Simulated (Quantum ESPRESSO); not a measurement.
The system is Al2Pt.

```
Pt Al
1.0
     0.00000    2.95500    2.95500
     2.95500    0.00000    2.95500
     2.95500    2.95500    0.00000
Pt Al
1 2
Direct
  0.00000 0.00000 0.00000
  0.75000 0.75000 0.75000
  0.25000 0.25000 0.25000
```

| Quantity | Value |
| --- | --- |
| Program | Quantum ESPRESSO 7.5 |
| Task | phonons and electron-phonon coupling |
| Functional | PBE |
| Potentials or basis | GBRV 1.5 PBE |
| Cutoff | 612 eV |
| Density cutoff | 4898 eV |
| k mesh | 6 × 6 × 6 |
| Occupations | methfessel-paxton, width 0.272 eV |
| Spin | no spin polarisation |
| Mixing beta | 0.5 |
| Most SCF iterations | 120 |
| SCF threshold | 6e-10 Ry |
| q mesh | 3 × 3 × 3 |

The cell and the atoms were relaxed first, to 17.48 Å³/atom (a = 4.201 Å, b = 4.201 Å, c = 4.201 Å, α = 60.00°, β = 60.00°, γ = 60.00°), and the response was taken there.

Levels for the coupling come from a 18 × 18 × 18 mesh; ten broadenings of the double delta from 0.07 to 0.68 eV; Tc from the McMillan formula in the Allen-Dynes form.

Question: How strong is the electron-phonon coupling, and what superconducting temperature follows?

Answer: Over broadenings from 0.27 to 0.54 eV, λ lies between 0.37 and 0.38 and ω_log near 211 K, which gives Tc from 0.5 to 0.6 K at μ* = 0.10 and from 0.2 to 0.2 K at μ* = 0.13.

Electron-phonon coupling by broadening of the double delta (levels on a 18 × 18 × 18 mesh):
| broadening (eV) | λ | N(E_F) (states/eV a spin and cell) | ω_log (K) | Tc, μ* 0.10 (K) | Tc, μ* 0.13 (K) |
| --- | --- | --- | --- | --- | --- |
| 0.07 | 0.53 | 0.803 | 225 | 3.4 | 2.2 |
| 0.14 | 0.40 | 0.642 | 223 | 1.0 | 0.4 |
| 0.20 | 0.38 | 0.610 | 218 | 0.7 | 0.3 |
| 0.27 | 0.38 | 0.603 | 214 | 0.6 | 0.2 |
| 0.34 | 0.37 | 0.600 | 212 | 0.6 | 0.2 |
| 0.41 | 0.37 | 0.598 | 211 | 0.5 | 0.2 |
| 0.48 | 0.37 | 0.597 | 210 | 0.5 | 0.2 |
| 0.54 | 0.37 | 0.595 | 209 | 0.5 | 0.2 |
| 0.61 | 0.37 | 0.592 | 209 | 0.5 | 0.2 |
| 0.68 | 0.36 | 0.589 | 209 | 0.5 | 0.2 |

Phonon frequencies at the corners of the path (cm⁻¹, interpolated; i marks imaginary ones):
| point | frequencies |
| --- | --- |
| Γ | 0 0 0 231 231 231 283 283 283 |
| X | 93 93 122 204 224 224 297 297 300 |
| W | 89 108 108 205 226 263 263 297 319 |
| K | 86 102 113 207 236 237 286 290 313 |
| L | 66 66 121 260 260 261 267 267 279 |
| U | 86 102 113 207 236 237 286 290 313 |

Eliashberg function at a broadening of 0.27 eV:
| cm⁻¹ | α²F |
| --- | --- |
| 8 | 0.000 |
| 24 | 0.001 |
| 41 | 0.012 |
| 57 | 0.039 |
| 73 | 0.110 |
| 89 | 0.109 |
| 106 | 0.028 |
| 122 | 0.000 |
| 138 | 0.000 |
| 154 | 0.000 |
| 171 | 0.000 |
| 187 | 0.000 |
| 203 | 0.000 |
| 219 | 0.053 |
| 236 | 0.171 |
| 252 | 0.239 |
| 268 | 0.357 |
| 284 | 0.574 |
| 300 | 0.234 |
| 317 | 0.027 |

The smallest broadenings aren't converged on these meshes, and μ* is assumed, not computed; spin fluctuations are left out.

Caveat: the k mesh is coarse; the mesh is thin for the phonons of a metal; λ from interpolated matrix elements is rough: modes that symmetry makes equal can differ by tens of percent.
